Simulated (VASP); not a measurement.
AlP:

```xyz
2
Lattice="0.0000 -2.7255 -2.7255 2.7255 0.0000 -2.7255 2.7255 -2.7255 0.0000" Properties=species:S:1:pos:R:3 pbc="T T T"
Al    0.0000    0.0000    0.0000
P     4.0882   -4.0882   -4.0882
```

```yaml
Program: VASP 6.6.1
Task: relaxation of cell and atoms
Functional: PBE
Potentials_or_basis: VASP PAW PBE potentials, release 64 (Al, P)
Cutoff: 600 eV
k_mesh: 8 × 8 × 8
Occupations: gaussian, width 0.02 eV
Spin: no spin polarisation
```

At the start: pressure 2.6 GPa; volume 20.25 Å³/atom.

Where does the relaxation end?

Over 3 steps the energy falls by 5.0 meV/atom and the volume is 20.86 Å³/atom (+3.0 %); space group F-43m (No. 216, to 0.05 Å).

Step by step:
```
step  energy change (eV)  largest force (eV/Å)  pressure (GPa)  volume (Å³)
   1              0.0000                0.0000            2.65        40.49
   2             -0.0065                0.0000           -1.43        42.48
   3             -0.0099                0.0000            0.01        41.73
```

Final structure:
```cif
data_structure
_symmetry_space_group_name_H-M 'P 1'
_symmetry_Int_Tables_number 1
_cell_length_a 3.8932
_cell_length_b 3.8932
_cell_length_c 3.8932
_cell_angle_alpha 60.000
_cell_angle_beta 60.000
_cell_angle_gamma 60.000
_cell_volume 41.73
loop_
_atom_site_label
_atom_site_type_symbol
_atom_site_fract_x
_atom_site_fract_y
_atom_site_fract_z
_atom_site_occupancy
Al1 Al 0.00000 0.00000 0.00000 1
P1 P 0.75000 0.75000 0.75000 1
```
